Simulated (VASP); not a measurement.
# GaP (strained zincblende): one r²SCAN single-point calculation in two programs

```
Ga P
1.0
     0.00000    2.76628    2.69089
     2.76628    0.00000    2.69089
     2.76628    2.76628    0.00000
Ga P
1 1
Direct
  0.00000 0.00000 0.00000
  0.25000 0.25000 0.25000
```

Each program uses its own PAW datasets. VASP's cell holds 18 valence electrons and Ansatz's 18. Ansatz's stress includes a Pulay correction; VASP's doesn't.

Cutoffs: 520 eV in VASP, 500 eV in Ansatz. k meshes: 8×8×8 and 8×8×8.

```tsv
	VASP	Ansatz
gap between bands v and c	1.61 eV	1.60 eV
least direct gap	2.08 eV	2.10 eV
pressure	-1.5 GPa	-1.4 GPa
```

Band v is the last that the valence electrons fill when counted band by band, and c is the next. Levels in eV from the top of v, Ansatz:

```json
{"point": "Γ", "v−1": "-0.16", "v": "0.00", "c": "2.10", "c+1": "4.03"}
{"point": "X", "v−1": "-2.97", "v": "-2.97", "c": "1.71", "c+1": "1.82"}
{"point": "K", "v−1": "-4.09", "v": "-2.34", "c": "2.47", "c+1": "5.15"}
{"point": "L", "v−1": "-1.36", "v": "-1.13", "c": "1.87", "c+1": "4.83"}
{"point": "W", "v−1": "-3.73", "v": "-3.56", "c": "4.83", "c+1": "5.00"}
```

VASP:

| point | v−1 | v | c | c+1 |
| --- | --- | --- | --- | --- |
| Γ | -0.16 | 0.00 | 2.08 | 4.05 |
| X | -2.97 | -2.97 | 1.72 | 1.83 |
| K | -4.08 | -2.33 | 2.47 | 5.16 |
| L | -1.36 | -1.13 | 1.86 | 4.86 |
| W | -3.72 | -3.55 | 4.84 | 5.01 |
